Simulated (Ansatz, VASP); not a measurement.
**One calculation of MgO, two programs**

```xyz
2
Lattice="2.6036 -0.0198 -0.0198 -0.0198 2.6036 -0.0198 -0.0198 -0.0198 2.6036" Properties=species:S:1:pos:R:3 pbc="T T T"
Mg    0.0000    0.0000    0.0000
O     1.2820    1.2820    1.2820
```

Change from the starting cell: shear_111 strain -2.3%.

Alike in both runs: task single point; functional PBE; k mesh 10 × 10 × 10; occupations fermi-dirac, width 0.02 eV; no spin polarisation.

```csv
,VASP,Ansatz
version,VASP 6.6.1,Ansatz 0.2.0
potentials or method,"VASP PAW PBE potentials, release 64 (Mg, O)","plane waves, PAW"
plane-wave cutoff (eV),520,420
valence electrons in the cell,8,16
```

|  | VASP | Ansatz | Ansatz less VASP |
| --- | --- | --- | --- |
| gap on the k mesh at the Fermi level (eV) | 2.84 | 2.86 | +0.019 |
| pressure (GPa) | 9.5 | 10.2 | +0.75 |
| largest component of the traceless stress (GPa) | 0.72 | 0.72 | -0.001 |

The functional is the same, so the differences come from potentials, cutoffs and numerics. The two sets of potentials don't hold the same shells in valence.

A k mesh can miss the band edges.
